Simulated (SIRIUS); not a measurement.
# Sc (P6_3/mmc) in SIRIUS: reference runs

Reference runs on Sc: the cell as given.

Program: SIRIUS 7.12.0. These are calculated values, not measurements. Logs are shortened: lines on timing, memory, paths and dates and some standing lists are left out, and cuts for length are marked. The log counts tension as positive stress, the text compression.

**1. Starting point**

It takes space group P6_3/mmc (No. 194, hexagonal). The conventional cell has a = 3.309 Å, b = 3.309 Å, c = 5.273 Å, α = 90.00°, β = 90.00°, γ = 120.00°. Sc (site symmetry -6m2) is surrounded by 12 Sc at 3.26 to 3.31 Å.

**2. Single point, PBEsol**

The input, sirius.json:

```json
{
  "control": {
    "processing_unit": "cpu",
    "std_evp_solver_name": "lapack",
    "gen_evp_solver_name": "lapack",
    "verbosity": 2,
    "print_forces": true,
    "ortho_rf": true,
    "use_second_variation": true,
    "rmt_max": 3.0,
    "num_bands_to_print": 22,
    "save_wf": true
  },
  "parameters": {
    "electronic_structure_method": "full_potential_lapwlo",
    "xc_functionals": ["XC_GGA_X_PBE_SOL", "XC_GGA_C_PBE_SOL"],
    "core_relativity": "dirac",
    "valence_relativity": "iora",
    "num_fv_states": 22,
    "smearing": "fermi_dirac",
    "smearing_width": 0.0018374661,
    "pw_cutoff": 20,
    "gk_cutoff": 3.67,
    "lmax_apw": 10,
    "lmax_rho": 8,
    "lmax_pot": 8,
    "num_mag_dims": 0,
    "auto_rmt": 0,
    "ngridk": [9, 9, 5],
    "shiftk": [0, 0, 0],
    "num_dft_iter": 80,
    "energy_tol": 1e-07,
    "density_tol": 1e-05,
    "use_symmetry": true
  },
  "settings": {"tol_ne": 1e-10},
  "iterative_solver": {"type": "exact"},
  "mixer": {"type": "anderson", "beta": 0.5, "max_history": 8},
  "unit_cell": {
    "lattice_vectors": [[6.2531037464, 0.0, 0.0], [-3.1265518732, 5.4153466968, 0.0], [0.0, 0.0, 9.965092773]],
    "atom_types": ["Sc"],
    "atom_files": {"Sc": "Sc.json"},
    "atoms": {"Sc": [[0.6666666667, 0.3333333333, 0.75], [0.3333333333, 0.6666666667, 0.25]]}
  }
}
```

The input, Sc.json:

```json
{
  "name": "scandium",
  "symbol": "Sc",
  "number": 21,
  "mass": 44.955912,
  "rmin": 1e-06,
  "rmt": 2.4,
  "nrmt": 800,
  "rinf": 18.32,
  "core": "1s2s2p",
  "valence": [
    {"basis": [{"enu": 0.02, "dme": 0, "n": 0, "auto": 0}, {"enu": 0.02, "dme": 1, "n": 0, "auto": 0}]},
    {"l": 0, "n": 1, "basis": [{"enu": 0.12, "dme": 0, "n": 0, "auto": 0}]},
    {"l": 1, "n": 2, "basis": [{"enu": 0.12, "dme": 0, "n": 0, "auto": 0}]},
    {"l": 2, "n": 3, "basis": [{"enu": 0.12, "dme": 0, "n": 0, "auto": 0}]},
    {"l": 3, "n": 4, "basis": [{"enu": 0.12, "dme": 0, "n": 0, "auto": 0}]}
  ],
  "lo": [
    {"l": 0, "basis": [{"enu": 0.12, "dme": 0, "n": 0, "auto": 0}, {"enu": 0.12, "dme": 1, "n": 0, "auto": 0}]},
    {
      "l": 0,
      "basis": [{"enu": -1.7617, "dme": 0, "n": 3, "auto": 1}, {"enu": -1.7617, "dme": 1, "n": 3, "auto": 1}]
    },
    {
      "l": 0,
      "basis": [{"enu": -1.7617, "dme": 1, "n": 3, "auto": 1}, {"enu": 0.12, "dme": 0, "n": 0, "auto": 0}]
    },
    {"l": 0, "basis": [{"enu": 0.12, "dme": 0, "n": 0, "auto": 0}, {"enu": 2.8978, "dme": 0, "n": 0, "auto": 0}]},
    {"l": 1, "basis": [{"enu": 0.12, "dme": 0, "n": 0, "auto": 0}, {"enu": 0.12, "dme": 1, "n": 0, "auto": 0}]},
    {
      "l": 1,
      "basis": [{"enu": -0.9869, "dme": 0, "n": 3, "auto": 1}, {"enu": -0.9869, "dme": 1, "n": 3, "auto": 1}]
    },
    {
      "l": 1,
      "basis": [{"enu": -0.9869, "dme": 1, "n": 3, "auto": 1}, {"enu": 0.12, "dme": 0, "n": 0, "auto": 0}]
    },
    {"l": 1, "basis": [{"enu": 0.12, "dme": 0, "n": 0, "auto": 0}, {"enu": 3.3144, "dme": 0, "n": 0, "auto": 0}]},
    {"l": 2, "basis": [{"enu": 0.12, "dme": 0, "n": 0, "auto": 0}, {"enu": 0.12, "dme": 1, "n": 0, "auto": 0}]},
    {"l": 2, "basis": [{"enu": 0.12, "dme": 1, "n": 0, "auto": 0}, {"enu": 0.12, "dme": 2, "n": 0, "auto": 0}]},
    {"l": 2, "basis": [{"enu": 0.12, "dme": 0, "n": 0, "auto": 0}, {"enu": 2.8283, "dme": 0, "n": 0, "auto": 0}]},
    {"l": 3, "basis": [{"enu": 0.12, "dme": 0, "n": 0, "auto": 0}, {"enu": 0.12, "dme": 1, "n": 0, "auto": 0}]},
    {"l": 3, "basis": [{"enu": 0.12, "dme": 0, "n": 0, "auto": 0}, {"enu": 3.1408, "dme": 0, "n": 0, "auto": 0}]}
  ],
  "free_atom": [... radial grid and density of the free atom, the start of the SCF ...]
}
```

The input, sirius_start.json:

```json
{
  "control": {
    "processing_unit": "cpu",
    "std_evp_solver_name": "lapack",
    "gen_evp_solver_name": "lapack",
    "verbosity": 1,
    "print_forces": false,
    "ortho_rf": true,
    "use_second_variation": true,
    "rmt_max": 3.0,
    "num_bands_to_print": 22,
    "save_wf": false
  },
  "parameters": {
    "electronic_structure_method": "full_potential_lapwlo",
    "xc_functionals": ["XC_LDA_X", "XC_LDA_C_PW"],
    "core_relativity": "dirac",
    "valence_relativity": "iora",
    "num_fv_states": 22,
    "smearing": "fermi_dirac",
    "smearing_width": 0.0055123983,
    "pw_cutoff": 20,
    "gk_cutoff": 2.93,
    "lmax_apw": 10,
    "lmax_rho": 8,
    "lmax_pot": 8,
    "num_mag_dims": 0,
    "auto_rmt": 0,
    "ngridk": [4, 4, 2],
    "shiftk": [0, 0, 0],
    "num_dft_iter": 30,
    "energy_tol": 0.01,
    "density_tol": 0.05,
    "use_symmetry": true
  },
  "settings": {"tol_ne": 1e-10},
  "iterative_solver": {"type": "exact"},
  "mixer": {"type": "anderson", "beta": 0.5, "max_history": 8},
  "unit_cell": {
    "lattice_vectors": [[6.2531037464, 0.0, 0.0], [-3.1265518732, 5.4153466968, 0.0], [0.0, 0.0, 9.965092773]],
    "atom_types": ["Sc"],
    "atom_files": {"Sc": "Sc.json"},
    "atoms": {"Sc": [[0.6666666667, 0.3333333333, 0.75], [0.3333333333, 0.6666666667, 0.25]]}
  }
}
```

Potentials or basis: all-electron FP-LAPW, apw+lo standard.

On the command line:

```bash
$ OMP_NUM_THREADS=1 sirius.scf --input=sirius_start.json --output=start.json
$ OMP_NUM_THREADS=1 sirius.scf --input=sirius.json --output=output.json --task=1
```

The program printed:

```text
[info] SIRIUS version : 7.12.0
[info] number of MPI ranks           : 1
[info] MPI grid                      : 1 1
[info] maximum number of OMP threads : 1
[fft] FFT context for density and potential
[fft] =====================================
[fft]   plane wave cutoff                     : 20
[fft]   grid size                             : 45 45 72   total : 145800
[fft]   grid limits                           : -22 22   -22 22   -35 36
[fft]   number of G-vectors within the cutoff : 45687
[fft]   number of G-shells                    : 2306
[fft] FFT context for coarse grid
[fft] =====================================
[fft]   plane wave cutoff                     : 7.34
[fft]   grid size                             : 18 18 27   total : 8748
[fft]   grid limits                           : -8 9   -8 9   -13 13
[fft]   number of G-vectors within the cutoff : 2297
[fft]   number of G-shells                    : 156
[unit cell] lattice vectors
[unit cell]   a1 :       6.2531037464      0.0000000000      0.0000000000
[unit cell]   a2 :      -3.1265518732      5.4153466968      0.0000000000
[unit cell]   a3 :       0.0000000000      0.0000000000      9.9650927730
[unit cell] reciprocal lattice vectors
[unit cell]   b1 :       1.0048106608      0.5801277055     -0.0000000000
[unit cell]   b2 :       0.0000000000      1.1602554110      0.0000000000
[unit cell]   b3 :       0.0000000000     -0.0000000000      0.6305194994
[unit cell] unit cell volume :       337.44519336 [a.u.^3]
[unit cell] 1/sqrt(omega)    :         0.05443753
[unit cell] MT volume        :       115.81167158 (34.32%)
[unit cell] IT volume        :       221.63352178 (65.68%)
[unit cell] number of atom types : 1
[unit cell] type id : 0 symbol : Sc mt_radius :   2.400000 num_atoms : 2
[unit cell] total number of atoms : 2
[unit cell] number of symmetry classes : 1
[unit cell] atom id  type id  class id             position                      vector_field
[unit cell] ------------------------------------------------------------------------------------------
[unit cell]      0        0        0      0.66667   0.33333   0.75000      0.00000   0.00000   0.00000
[unit cell]      1        0        0      0.33333   0.66667   0.25000      0.00000   0.00000   0.00000
[unit cell] atom id         position (Cartesian, a.u.)
[unit cell] ---------------------------------------------
[unit cell]      0       3.126552    1.805116    7.473820
[unit cell]      1      -0.000000    3.610231    2.491273
[unit cell] class id : 0 atom id : 0 1
[unit cell] minimum bond length:     6.153010
[sym] space group number   : 194
[sym] international symbol : P6_3/mmc
[sym] Hall symbol          : -P 6c 2c
[sym] space group transformation matrix :
[sym]   1.0000 -0.0000  0.0000
[sym]   0.0000  1.0000  0.0000
[sym]   0.0000  0.0000  1.0000
[sym] space group origin shift :
[sym]   0.0000  0.0000  0.0000
[sym] number of space group operations  : 24
[... 258 lines left out ...]
[diagonalize] ik:    3   -1.613013   -1.611696   -0.834660   -0.834204   -0.831965   -0.829029   -0.826216   -0.825792    0.085852    0.173274    0.177932    0.199298    0.248474    0.248485    0.254131    0.308273    0.308973    0.316099    0.338841    0.427761    0.434032    0.471633
[diagonalize] ik:    4   -1.612499   -1.611661   -0.836429   -0.833991   -0.832804   -0.829666   -0.827464   -0.826170    0.126783    0.163385    0.171445    0.187158    0.240719    0.247893    0.258235    0.330382    0.336283    0.340246    0.341847    0.391068    0.459275    0.467234
[diagonalize] ...
[diagonalize] ik:   31   -1.612295   -1.611994   -0.836810   -0.835918   -0.829683   -0.828666   -0.827721   -0.826641    0.130250    0.147727    0.195320    0.201665    0.230228    0.234236    0.271372    0.291920    0.323444    0.337695    0.338942    0.351201    0.472571    0.496238
[diagonalize] ik:   32   -1.612108   -1.611905   -0.837608   -0.836778   -0.830013   -0.828784   -0.827791   -0.826757    0.144829    0.152250    0.195845    0.196939    0.230706    0.232390    0.274756    0.296071    0.329881    0.336305    0.349977    0.362860    0.452714    0.453825
[diagonalize] ik:   33   -1.612328   -1.612012   -0.835956   -0.835282   -0.830197   -0.829578   -0.827588   -0.826454    0.129552    0.150913    0.198942    0.199768    0.226552    0.228782    0.266378    0.286677    0.322294    0.338980    0.345759    0.351788    0.505755    0.511471
[diagonalize] ik:   34   -1.612039   -1.611879   -0.836458   -0.835942   -0.831704   -0.830540   -0.827350   -0.826605    0.156763    0.165241    0.193888    0.200840    0.214510    0.219121    0.272223    0.290257    0.325462    0.336152    0.372097    0.381393    0.457350    0.478437
[diagonalize] ik:   35   -1.611886   -1.611886   -0.835562   -0.835562   -0.833202   -0.831767   -0.826874   -0.826874    0.180139    0.182124    0.186955    0.186955    0.209533    0.209533    0.274334    0.290370    0.327460    0.327460    0.404959    0.404959    0.439967    0.470719
[generate_core_charge_density] atom class : 0
[generate_core_charge_density]   n,l,k : 1 0 1  energy :        -160.96810168
[generate_core_charge_density]   n,l,k : 2 0 1  energy :         -17.00140562
[generate_core_charge_density]   n,l,k : 2 1 1  energy :         -13.96504717
[generate_core_charge_density]   n,l,k : 2 1 2  energy :         -13.79476215
[find] Total energy                   :   -1526.66147269 (Ha),   -3053.32294538 (Ry)
[find] iteration : 1, RMS (target) : 6.9185e-02 (1.0000e-05) , energy difference (target) : -1.3207e-04 (1.0000e-07)
[find] Total energy                   :   -1526.66147609 (Ha),   -3053.32295218 (Ry)
[find] iteration : 2, RMS (target) : 2.0762e-03 (1.0000e-05) , energy difference (target) : -3.4025e-06 (1.0000e-07)
[find] Total energy                   :   -1526.66147750 (Ha),   -3053.32295499 (Ry)
[find] iteration : 3, RMS (target) : 7.2751e-04 (1.0000e-05) , energy difference (target) : -1.4060e-06 (1.0000e-07)
[find] Total energy                   :   -1526.66147819 (Ha),   -3053.32295638 (Ry)
[find] iteration : 4, RMS (target) : 6.1340e-05 (1.0000e-05) , energy difference (target) : -6.9399e-07 (1.0000e-07)
[find] Charges and magnetic moments
[find] --------------------------------------------------------------------------------
[find] atom      charge    core leakage
[find] --------------------------------------------------------------------------------
[find]    0   19.081767    3.411855e-09
[... 6 lines left out ...]
[find] valence_eval_sum               :     -15.49495139
[find] core_eval_sum                  :    -878.03230366
[find] kinetic energy                 :    1539.46496474
[find] enuc                           :   -1823.21379096
[find] <rho|V^{XC}>                   :     -99.75583893
[find] <rho|E^{XC}>                   :     -76.29460001
[find] <mag|B^{XC}>                   :       0.00000000
[find] <rho|V^{H}>                    :   -2333.23638087
[find] smearing (-TS)                 :      -0.00132589
[find] SCF correction                 :       0.00013853
[find] Total energy                   :   -1526.66147814 (Ha),   -3053.32295629 (Ry)
[find] Free energy (E-TS)             :   -1526.66280403 (Ha),   -3053.32560807 (Ry)
[find] band gap (eV)                  :       0.00000000
[find] Efermi                         :       0.19701479
[find] iteration : 5, RMS (target) : 5.7787e-06 (1.0000e-05) , energy difference (target) : 4.6590e-08 (1.0000e-07)
[find] converged after 6 SCF iterations!
[find] Charges and magnetic moments
[find] --------------------------------------------------------------------------------
[find] atom      charge    core leakage
[find] --------------------------------------------------------------------------------
[find]    0   19.081767    3.411855e-09
[find]    1   19.081767    3.411855e-09
[find] total core leakage    : 6.82371057e-09
[find] interstitial charge   : 3.836466
[find] total charge          : 41.999999
[find] Energy
[find] --------------------------------------------------------------------------------
[find] valence_eval_sum               :     -15.49495139
[find] core_eval_sum                  :    -878.03230366
[find] kinetic energy                 :    1539.46496474
[find] enuc                           :   -1823.21379096
[find] <rho|V^{XC}>                   :     -99.75583893
[find] <rho|E^{XC}>                   :     -76.29460001
[find] <mag|B^{XC}>                   :       0.00000000
[find] <rho|V^{H}>                    :   -2333.23638087
[find] smearing (-TS)                 :      -0.00132589
[find] SCF correction                 :       0.00013853
[find] Total energy                   :   -1526.66147814 (Ha),   -3053.32295629 (Ry)
[find] Free energy (E-TS)             :   -1526.66280403 (Ha),   -3053.32560807 (Ry)
[find] band gap (eV)                  :       0.00000000
[find] Efermi                         :       0.19701479
[ground_state]
[ground_state] ==== total Forces in Ha/bohr =====
[ground_state] atom:    0, force:      -0.0000000     -0.0000000     -0.0000000
[ground_state] atom:    1, force:       0.0000000      0.0000000      0.0000000
[ground_state] ==== contribution from density =====
[ground_state] atom:    0, force:       0.0000000      0.0000000      0.0000000
[ground_state] atom:    1, force:       0.0000000     -0.0000000     -0.0000000
[ground_state] ==== contribution from Hartree potential =====
[ground_state] atom:    0, force:       0.0000000     -0.0000000      0.0000000
[ground_state] atom:    1, force:      -0.0000000      0.0000000     -0.0000000
[ground_state] ==== contribution from IBS =====
[ground_state] atom:    0, force:      -0.0000000     -0.0000000     -0.0000000
[ground_state] atom:    1, force:       0.0000000      0.0000000      0.0000000
```

Wall time 44 s (1 thread of AMD EPYC 7R43 (Zen 3), shared host); peak memory 0.46 GiB.

What came out:

```yaml
Free_energy: -41542.6112 eV
Band_gap_on_the_k_mesh: none (metal or under the smearing width)
All_electrons_inside_the_program's_atomic_spheres: Sc 19.08 (radii Sc 2.4 bohr)
```
